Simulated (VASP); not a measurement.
A run of VASP 6.6.1 is set up as follows.

INCAR

```
PREC = Accurate
ENCUT = 600
EDIFF = 1E-7
ISMEAR = 1
SIGMA = 0.1
LREAL = False
LASPH = True
NELM = 80
ALGO = Normal
ISIF = 3
LWAVE = False
LCHARG = False
IBRION = 2
NSW = 90
EDIFFG = -0.005
```

File KPOINTS:

```
Automatic mesh
0
Gamma
  12 12 6
```

POSCAR

```
La                                      
1.0
    3.5775765138     -0.0000000000     -0.0000000000
   -1.7887882569      3.0982721413      0.0000000000
   -0.0000000000     -0.0000000000      5.8486512857
  La            
     2
Direct
     0.3333333300000021    0.6666666699999979    0.2500000000000000
     0.6666666699999979    0.3333333300000021    0.7500000000000000
```

Potentials or basis: VASP PAW LDA potentials, release 64 (La).

Run with:

```bash
$ cat potpaw_LDA.64/La/POTCAR > POTCAR
$ mpirun -np 1 vasp_std > vasp.out
```

Q: What does it give for the band gap on the k mesh?

A: None (metal or under the smearing width).

Final structure:
```cif
data_structure
_symmetry_space_group_name_H-M 'P 1'
_symmetry_Int_Tables_number 1
_cell_length_a 3.5776
_cell_length_b 3.5776
_cell_length_c 5.8487
_cell_angle_alpha 90.000
_cell_angle_beta 90.000
_cell_angle_gamma 120.000
_cell_volume 64.83
loop_
_atom_site_label
_atom_site_type_symbol
_atom_site_fract_x
_atom_site_fract_y
_atom_site_fract_z
_atom_site_occupancy
La1 La 0.33333 0.66667 0.25000 1
La2 La 0.66667 0.33333 0.75000 1
```

Caveat: the relaxation stopped at its first step, so nothing moved. The run has no spin-orbit coupling, so splittings on La are missing.
